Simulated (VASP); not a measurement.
Shape and ions are relaxed at each volume.

Given:

Li3N is taken in the hexagonal space group P6/mmm (No. 191), Pearson symbol hP4. Lattice parameters: a = 3.6213 Å, b = 3.6213 Å, c = 3.8654 Å, α = 90.00°, β = 90.00°, γ = 120.00°. Li1 on 2c has 3 N at 2.091 Å (trigonal planar). Li2 on 1b is coordinated by 2 N at 1.933 Å (linear). N on 1a has 2 Li at 1.933 Å and 6 Li at 2.091 Å. (Neighbours: up to the widest gap in distance over summed covalent radii, below 1.35, at either atom; cation-cation and far metal-metal contacts left out.)

These are r2SCAN meta-GGA, VASP's PBE PAW potentials (set 64) (plane waves; VASP) values and carry that method's errors. Run with 520 eV cut-off, 7×7×6 Γ-centred mesh, Gaussian smearing of 0.050 eV, potentials Li_sv N.

Question: Give the energy at these volumes per atom, relative to the lowest: 10.25, 10.57, 10.90, 11.23, 11.56 Å³.

Answer: 10.2, 2.6, 0.0, 0.7, 4.8 meV/atom. A third-order Birch-Murnaghan fit gives B0 = 58.9 GPa and B0′ = 6.1.

The compound is Li3N in the alpha structure. It was relaxed first.
